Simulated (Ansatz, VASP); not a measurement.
# One calculation of Ru, two programs

```
Ru
1.0
     2.66642    0.00000    0.00000
    -1.33321    2.30919    0.00000
     0.00000    0.00000    4.21021
Ru
2
Cartesian
  0.0000 1.5395 1.0526
  1.3332 0.7697 3.1577
```

Alike in both runs: functional PBEsol; dispersion D3(BJ); k mesh 14 × 14 × 8; occupations fermi-dirac, width 0.05 eV; no spin polarisation; Hubbard terms Ru d U = 3.0 eV.

Ansatz relaxed the structure, and its values are those at the end. VASP's run is a single point on that final structure, the one shown.

```csv
,VASP,Ansatz
version,VASP 6.6.1,Ansatz 0.2.0
potentials or method,"VASP PAW PBE potentials, release 64 (Ru_pv)","PAW with Ansatz's default frozen-core files, scalar-relativistic"
plane-wave cutoff (eV),520,420
valence electrons in the cell,28,32
```

```csv
,VASP,Ansatz,Ansatz less VASP
pressure (GPa),-2.9,0.0,+2.90
dispersion energy (meV/atom),-622.6,-622.8,-0.18
```

The programs project onto different local orbitals, so the same U acts differently. The two sets of potentials don't hold the same shells in valence. Ansatz warned: «filled_band_counts_differ_across_k_points».

Caveats: the PAW data sets were made with another functional, which shifts forces and pressure a little (VASP); U without spin polarisation on a metal has little footing; pairwise dispersion overbinds metals, which lowers pressure and volume; the U is typed as a test and isn't derived for this compound.
